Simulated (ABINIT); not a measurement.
# SiC (F-43m): G0W0 on several meshes in ABINIT, part 2 of 2

Wanted: mesh dependence and cost of G0W0 for SiC (F-43m).

ABINIT 10.8.3; PBE and many-body steps on it, plane waves. Known limits of the many-body steps: not at the basis limit.

So far. Step 4 (6×6×6): The gap on the mesh goes from 1.36 eV to 2.08 eV, a correction of +0.72 eV. Step 5 (Empty states on the mesh, 8×8×8 mesh, 116 bands): On this mesh the gap is 1.361 eV.

### Step 7. 8×8×8

This step: G0W0 on PBE, plane waves, norm-conserving pseudopotentials.

run.abi

```
acell 3*1.0 Angstrom
rprim 
  -0.000000000000 2.179000000000 2.179000000000
  2.179000000000 -0.000000000000 2.179000000000
  2.179000000000 2.179000000000 -0.000000000000
ntypat 2
znucl 14 6
natom 2
typat 1 2
xred 
  0.000000000000 0.000000000000 0.000000000000
  0.250000000000 0.250000000000 0.250000000000
pp_dirpath "pseudos"
pseudos "Si.upf, C.upf"
ecut 37
ngkpt 8 8 8
nshiftk 1
shiftk 0 0 0
kptopt 1
chksymbreak 0
istwfk *1
occopt 1
irdwfk 1
optdriver 4
nband 108
gwcalctyp 0
ecutsigx 37
symsigma 1
nkptgw 3
kptgw 
  0.0000000000 0.0000000000 0.0000000000
  0.5000000000 0.5000000000 0.0000000000
  0.5000000000 0.0000000000 0.0000000000
bdgw 
  2 8
  3 6
  3 7
ecuteps 7.48
irdscr 1
ppmodel 1
indata_prefix "in"
outdata_prefix "out"
tmpdata_prefix "tmp"
```

Launch:

```console
OMP_NUM_THREADS=1 mpirun -n 4 abinit run.abi > log
```

Output:

```text
.Version 10.8.3 of ABINIT. v10.8.2 released Aug 2026.

 Symmetries : space group F-4 3 m (#216); Bravais cF (face-center cubic)
[... echo of the input left out ...]
== DATASET  1 ==================================================================
-   mpi_nproc: 4, omp_nthreads: 1 (-1 if OMP is not activated)

--- !DatasetInfo
iteration_state: {dtset: 1, }
dimensions: {natom: 2, nkpt: 29, mband: 108, nsppol: 1, nspinor: 1, nspden: 1, mpw: 1524, }
cutoff_energies: {ecut:  37.0, pawecutdg:  -1.0, }
electrons: {nelect:   8.00000000E+00, charge:   0.00000000E+00, occopt:   1.00000000E+00, tsmear:   1.00000000E-02, }

 SIGMA: Calculation of the GW corrections

 Based on a program developped by R.W. Godby, V. Olevano, G. Onida, and L. Reining.
 Incorporated in ABINIT by V. Olevano, G.-M. Rignanese, and M. Torrent.
.Using double precision arithmetic ; gwpc =  8

[... cell and pseudopotentials left out ...]
--------------------------------------------------------------------------------

 ==== K-mesh for the wavefunctions ====
 Number of points in the irreducible wedge :    29
[... list of points left out ...]
 Together with 24 symmetry operations and time-reversal symmetry
 yields   512 points in the full Brillouin Zone.

 ==== Q-mesh for screening function ====
 Number of points in the irreducible wedge :    29
[... list of points left out ...]
 Together with 24 symmetry operations and time-reversal symmetry
 yields   512 points in the full Brillouin Zone.

 vcoul_init : cutoff-mode = AUXILIARY_FUNCTION
 q-points for optical limit:   1
     1)      0.000010    0.000020    0.000030
 setmesh: FFT mesh size selected  =    32x   32x   32
          total number of points  =        32768

 Number of electrons calculated from density =    8.0000; Expected =    8.0000
[...]
number of plane-waves for wavefunctions          1459
 number of bands                                   108
 number of q-points in IBZ                          29
 number of frequencies                               2
 number of real frequencies                          1
 number of imag frequencies                          1

 matrix elements of self-energy operator (all in [eV])

 Perturbative Calculation

--- !SelfEnergy_ee
iteration_state: {dtset: 1, }
kpoint     : [   0.000,    0.000,    0.000, ]
spin       : 1
KS_gap     :    6.223
QP_gap     :    7.141
Delta_QP_KS:    0.918
data: !SigmaeeData |
     Band     E0 <VxcDFT>   SigX SigC(E0)      Z dSigC/dE  Sig(E)    E-E0       E
        2   6.835 -14.927 -17.547   1.875   0.792  -0.262 -15.517  -0.590   6.245
        3   6.835 -14.927 -17.547   1.875   0.792  -0.262 -15.517  -0.590   6.245
        4   6.835 -14.927 -17.547   1.875   0.792  -0.262 -15.517  -0.590   6.245
[...]
--- !SelfEnergy_ee
iteration_state: {dtset: 1, }
kpoint     : [   0.500,    0.500,    0.000, ]
spin       : 1
KS_gap     :    4.553
QP_gap     :    5.587
Delta_QP_KS:    1.034
data: !SigmaeeData |
     Band     E0 <VxcDFT>   SigX SigC(E0)      Z dSigC/dE  Sig(E)    E-E0       E
[...]
--- !SelfEnergy_ee
iteration_state: {dtset: 1, }
kpoint     : [   0.500,    0.000,    0.000, ]
spin       : 1
KS_gap     :    6.485
QP_gap     :    7.519
Delta_QP_KS:    1.034
data: !SigmaeeData |
     Band     E0 <VxcDFT>   SigX SigC(E0)      Z dSigC/dE  Sig(E)    E-E0       E
[...]
6  14.070 -10.987  -5.454  -5.076   0.810  -0.235 -10.617   0.370  14.440
        7  14.070 -10.987  -5.454  -5.076   0.810  -0.235 -10.617   0.370  14.440

== END DATASET(S) ==============================================================
================================================================================

 -outvars: echo values of variables after computation  --------
           etotal      0.0000000000E+00
            nband         108
             nkpt          29
          spgroup         216
 [... the other variables as echoed above ...]

 Calculation completed.
```

The job ended after 24 s (4 MPI ranks of Arm Neoverse V1, shared host; peak memory 1.2 GiB).

This step gave:

```
G0W0 gap on the points computed              : 2.088 eV
starting gap on the mesh                     : 1.361 eV
k of the valence top                         : 0, 0, 0
k of the conduction bottom                   : 0.5, 0.5, 0
Z at the valence top                         : 0.792
Z at the conduction bottom                   : 0.82
least direct G0W0 gap on the computed points : 5.586 eV
```

Against G0W0 in ABINIT (6×6×6 mesh, 108 bands, screening to 203.5 eV, Godby-Needs plasmon pole), the gap moves by +0.004 eV.

### Step 8. Empty states on the mesh, 10×10×10 mesh, 116 bands

This step: DFT, PBE, plane waves, norm-conserving pseudopotentials.

run.abi

```
acell 3*1.0 Angstrom
rprim 
  -0.000000000000 2.179000000000 2.179000000000
  2.179000000000 -0.000000000000 2.179000000000
  2.179000000000 2.179000000000 -0.000000000000
ntypat 2
znucl 14 6
natom 2
typat 1 2
xred 
  0.000000000000 0.000000000000 0.000000000000
  0.250000000000 0.250000000000 0.250000000000
pp_dirpath "pseudos"
pseudos "Si.upf, C.upf"
ecut 37
ngkpt 10 10 10
nshiftk 1
shiftk 0 0 0
kptopt 1
chksymbreak 0
irdden 1
istwfk *1
nband 116
prtvol 0
optdriver 6
gwr_task "HDIAGO"
paral_kgb 0
occopt 1
indata_prefix "in"
outdata_prefix "out"
tmpdata_prefix "tmp"
```

Output:

```text
[banner, memory and clock lines left out]
.Version 10.8.3 of ABINIT. v10.8.2 released Aug 2026.

 Symmetries : space group F-4 3 m (#216); Bravais cF (face-center cubic)
[... echo of the input left out ...]
== DATASET  1 ==================================================================
-   mpi_nproc: 4, omp_nthreads: 1 (-1 if OMP is not activated)

--- !DatasetInfo
iteration_state: {dtset: 1, }
dimensions: {natom: 2, nkpt: 47, mband: 116, nsppol: 1, nspinor: 1, nspden: 1, mpw: 1524, }
cutoff_energies: {ecut:  37.0, pawecutdg:  -1.0, }
[...]
Integrated=    8.0000E+00

 === KS gaps after direct diagonalization ===
 Indirect band gap semiconductor
 Fundamental gap:     1.361 (eV)
   VBM:     6.835 (eV) at k: [ 0.0000E+00,  0.0000E+00,  0.0000E+00]
   CBM:     8.196 (eV) at k: [ 5.0000E-01,  5.0000E-01,  0.0000E+00]
 Direct gap:         4.553 (eV) at k: [ 5.0000E-01,  5.0000E-01,  0.0000E+00]

== END DATASET(S) ==============================================================

 -outvars: echo values of variables after computation  --------
           etotal      0.0000000000E+00
            nband         116
             nkpt          47
          spgroup         216
 [... the other variables as echoed above ...]

 Calculation completed.
```

Wall time 36 s (4 MPI ranks); peak memory 0.73 GiB; 2.4 min of CPU time.

This step gave:

```yaml
gap: 1.361 eV
k_of_the_valence_top: 0, 0, 0
k_of_the_conduction_bottom: 0.5, 0.5, 0
least_direct_gap: 4.553 eV
k_points_computed: 47
lowest_point_of_the_top_converged_band_above_the_valence_top: 146.3876 eV
```

On this mesh the gap is 1.361 eV.

### Step 9. Screening, 10×10×10 mesh, 108 bands, screening to 203.5 eV

This step: RPA screening on PBE, plane waves, norm-conserving pseudopotentials.

run.abi, as its differences from that of step 8:

```diff
@@ -20,10 +20,11 @@
 chksymbreak 0
-irdden 1
 istwfk *1
-nband 116
-prtvol 0
-optdriver 6
-gwr_task "HDIAGO"
-paral_kgb 0
 occopt 1
+irdwfk 1
+optdriver 3
+nband 108
+ecuteps 7.48
+inclvkb 2
+awtr 1
+symchi 1
 indata_prefix "in"
```

Output:

```text
.Version 10.8.3 of ABINIT. v10.8.2 released Aug 2026.

 Symmetries : space group F-4 3 m (#216); Bravais cF (face-center cubic)
[... echo of the input left out ...]
== DATASET  1 ==================================================================
-   mpi_nproc: 4, omp_nthreads: 1 (-1 if OMP is not activated)

--- !DatasetInfo
iteration_state: {dtset: 1, }
dimensions: {natom: 2, nkpt: 47, mband: 108, nsppol: 1, nspinor: 1, nspden: 1, mpw: 1524, }
cutoff_energies: {ecut:  37.0, pawecutdg:  -1.0, }
[...]
--------------------------------------------------------------------------------
[... chi0 elements left out ...]
 For q-point:  0.000010 0.000020 0.000030
  dielectric constant =   6.5676
  dielectric constant without local fields =   7.2009

  Average fulfillment of the sum rule on Im[epsilon] for q-point    1 :     92.59  [%]
[... wings left out ...]
  q-point number  2        q = ( 0.100000, 0.000000, 0.000000) [r.l.u.]
--------------------------------------------------------------------------------
[... chi0 elements left out ...]
  Average fulfillment of the sum rule on Im[epsilon] for q-point    2 :     96.82  [%]

 [... 45 further q-points ...]
```

Elapsed: 11 min, on 4 MPI ranks; peak memory 2 GiB; 44 min of CPU time.

Numbers from this step:

| Quantity | Value |
| --- | --- |
| ε∞ with local fields, on this mesh, along the program's q direction | 6.568 |
| the same without local fields | 7.201 |
| plasma frequency | 23.09 eV |
| plane waves in the screening matrix | 137 |

### Step 10. 10×10×10

This step: G0W0 on PBE, plane waves, norm-conserving pseudopotentials.

run.abi, as its differences from that of step 9:

```diff
@@ -23,8 +23,19 @@
 irdwfk 1
-optdriver 3
+optdriver 4
 nband 108
+gwcalctyp 0
+ecutsigx 37
+symsigma 1
+nkptgw 3
+kptgw 
+  0.0000000000 0.0000000000 0.0000000000
+  0.5000000000 0.5000000000 0.0000000000
+  0.5000000000 0.0000000000 0.0000000000
+bdgw 
+  2 8
+  3 6
+  3 7
 ecuteps 7.48
-inclvkb 2
-awtr 1
-symchi 1
+irdscr 1
+ppmodel 1
 indata_prefix "in"
```

Output:

```text
.Version 10.8.3 of ABINIT. v10.8.2 released Aug 2026.

 Symmetries : space group F-4 3 m (#216); Bravais cF (face-center cubic)
[... echo of the input left out ...]
== DATASET  1 ==================================================================
-   mpi_nproc: 4, omp_nthreads: 1 (-1 if OMP is not activated)

--- !DatasetInfo
iteration_state: {dtset: 1, }
dimensions: {natom: 2, nkpt: 47, mband: 108, nsppol: 1, nspinor: 1, nspden: 1, mpw: 1524, }
cutoff_energies: {ecut:  37.0, pawecutdg:  -1.0, }
[...]
Band     E0 <VxcDFT>   SigX SigC(E0)      Z dSigC/dE  Sig(E)    E-E0       E
[...]
6  14.070 -10.987  -5.461  -5.071   0.810  -0.235 -10.618   0.369  14.439
        7  14.070 -10.987  -5.461  -5.071   0.810  -0.235 -10.618   0.369  14.439

== END DATASET(S) ==============================================================
================================================================================

 -outvars: echo values of variables after computation  --------
           etotal      0.0000000000E+00
            nband         108
             nkpt          47
          spgroup         216
 [... the other variables as echoed above ...]

 Calculation completed.
```

It took 41 s on 4 MPI ranks; peak memory 1.9 GiB; 2.8 min of CPU time.

Numbers from this step:

| Property | Result |
| --- | --- |
| G0W0 gap on the points computed | 2.088 eV |
| starting gap on the mesh | 1.361 eV |
| k of the valence top | 0, 0, 0 |
| k of the conduction bottom | 0.5, 0.5, 0 |
| least direct G0W0 gap on the computed points | 5.587 eV |

Against G0W0 in ABINIT (6×6×6 mesh, 108 bands, screening to 203.5 eV, Godby-Needs plasmon pole), the gap moves by +0.004 eV.

### Step 11. The runs together

Times are wall times on 4 MPI ranks of Arm Neoverse V1, shared host, good to a factor of about two. A run's time includes the screening step that it read.

```csv
run,mesh,bands,screening cutoff (eV),DFT gap (eV),gap on the mesh (eV),direct (eV),ε∞ used,time
6×6×6,6×6×6,108,203.5,1.361,2.084,5.585,7.08,56 s
8×8×8,8×8×8,108,203.5,1.361,2.088,5.586,6.67,3.5 min
10×10×10,10×10×10,108,203.5,1.361,2.088,5.587,6.57,12 min
```

### Step 12. Summary of results

```
6×6×6        : 2.084 eV
8×8×8        : 2.088 eV
10×10×10     : 2.088 eV
known limits : not at the basis limit
```

**Reading.** 8×8×8: +0.004 eV against 6×6×6. 10×10×10: +0.004 eV against 6×6×6. Bands and cutoff are finite, so the gap is not at the basis limit. The miss can reach some tenths of an eV and take either sign; the mesh is an error of its own. In the G0W0 runs levels were corrected at 3 k points alone, so a gap called «on the mesh» is the least over those, and an edge elsewhere would be missed.

[Paths, hosts, dates, memory and timing lines, banners, echoed tables and standing remarks are left out of the program output.]

[Logs are printed without paths, hosts, clocks, repeated set-up lines and the standing remarks that a program may print on its own settings, such as how far it seeks lower states.]

[Runs of the session that timed out or met a known fault of the program may be left out.]

[Hosts, paths, dates, database ids (printed as entryN), source tags and the programs' standing remarks are cut or masked in the printed files.]

[G0W0 gaps are taken among the corrected bands and points alone; a level outside them can change the order at an edge.]

[Where Ansatz stands beside ABINIT at settings called matched, ABINIT's density can come from a denser mesh and the files from another edition; pairs whose starting gaps differed by over 0.03 eV were left out, so agreement reads better than it is.]
